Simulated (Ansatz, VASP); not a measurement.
Nb in VASP and in Ansatz

File INCAR:

```
SYSTEM = Nb
PREC = Accurate
ENCUT = 520
EDIFF = 1E-6
ISMEAR = 0
SIGMA = 0.03
LREAL = .FALSE.
LASPH = .TRUE.
NELM = 80
ALGO = Normal
ISIF = 2
LWAVE = .FALSE.
LCHARG = .FALSE.
NBANDS = 12
```

File KPOINTS:

```
regular mesh
0
G
  14 14 14
  0 0 0
```

Contents of POSCAR:

```
Nb
1.0
   -1.6231103068      1.6231103068      1.6231103068
    1.6231103068     -1.6231103068      1.6231103068
    1.6231103068      1.6231103068     -1.6231103068
Nb
1
Direct
    0.0000000000      0.0000000000      0.0000000000
```

Input for Ansatz:

```yaml
crystal:
  lattice:
    - [-1.6231103068, 1.6231103068, 1.6231103068]
    - [1.6231103068, -1.6231103068, 1.6231103068]
    - [1.6231103068, 1.6231103068, -1.6231103068]
  atoms:
    - { symbol: Nb, position: [0.0, 0.0, 0.0] }
hamiltonian:
  xc: lda
  pseudopotentials:
    kind: paw
    azcp:
      Nb: "pseudopotentials/Nb.paw.azcp"
basis:
  ecutwfc: 420
  fft_grid_basis: typed
kpoints:
  mp_grid: { grid: [14, 14, 14], shift: [0, 0, 0] }
magnetization:
  spin_polarized: false
scf:
  occupations: { method: gaussian, width: 0.03 }
  lower_state_search: "off"
output:
  stress: true
```

Alike in both runs: task single point; functional LDA; k mesh 14 × 14 × 14; occupations gaussian, width 0.03 eV; no spin polarisation.

|  | VASP | Ansatz |
| --- | --- | --- |
| version | VASP 6.6.1 | Ansatz 0.2.0 |
| potentials or method | VASP PAW LDA potentials, release 64 (Nb_sv) | plane waves (420 eV) with PAW, scalar-relativistic |
| plane-wave cutoff (eV) | 520 | 420 |
| valence electrons in the cell | 13 | 13 |

Ansatz gave:

* pressure (GPa): 0.1

Question: Which values does VASP return?

Answer: Pressure (GPa): 0.0.

Ansatz warned: «pseudo_functional_mismatch».
